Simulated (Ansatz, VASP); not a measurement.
## Two plane-wave programs on FeSi

```
Fe Si
1.0
     4.35723    0.00000    0.00000
     0.00000    4.35723    0.00000
     0.00000    0.00000    4.35723
Fe Si
4 4
Direct
  0.13852 0.13852 0.13852
  0.36148 0.86148 0.63852
  0.63852 0.36148 0.86148
  0.86148 0.63852 0.36148
  0.84185 0.84185 0.84185
  0.65815 0.15815 0.34185
  0.34185 0.65815 0.15815
  0.15815 0.34185 0.65815
```

Alike in both runs: functional PBE; k mesh 8 × 8 × 8; occupations gaussian, width 0.01 eV; no spin polarisation.

Ansatz relaxed the structure, and its values are those at the end. VASP's run is a single point on that final structure, the one shown.

|  | VASP | Ansatz |
| --- | --- | --- |
| version | VASP 6.6.1 | Ansatz 0.2.0 |
| potentials or method | VASP PAW PBE potentials, release 64 (Fe, Si) | scalar-relativistic, plane waves, PAW |
| plane-wave cutoff (eV) | 520 | 420 |
| valence electrons in the cell | 48 | 80 |

Ansatz gave:

```
gap on the k mesh at the Fermi level (eV) : 0.16
least direct gap on the mesh (eV)         : 0.18
pressure (GPa)                            : 15.6
rms of the force components (eV/Å)        : 0.001
```

Problem. Estimate VASP's values.

Solution. gap on the k mesh at the Fermi level (eV): 0.16; least direct gap on the mesh (eV): 0.17; pressure (GPa): 15.9; rms of the force components (eV/Å): 0.016.

The two sets of potentials don't hold the same shells in valence. Ansatz warned: «stress_scf_threshold_loose».

Caveats: so large a pressure means that the cell lies far from this level's equilibrium, or that cutoff or potentials fall short (VASP). Spin polarisation is off, so any magnetic state and its effect on volume and gap are missing.
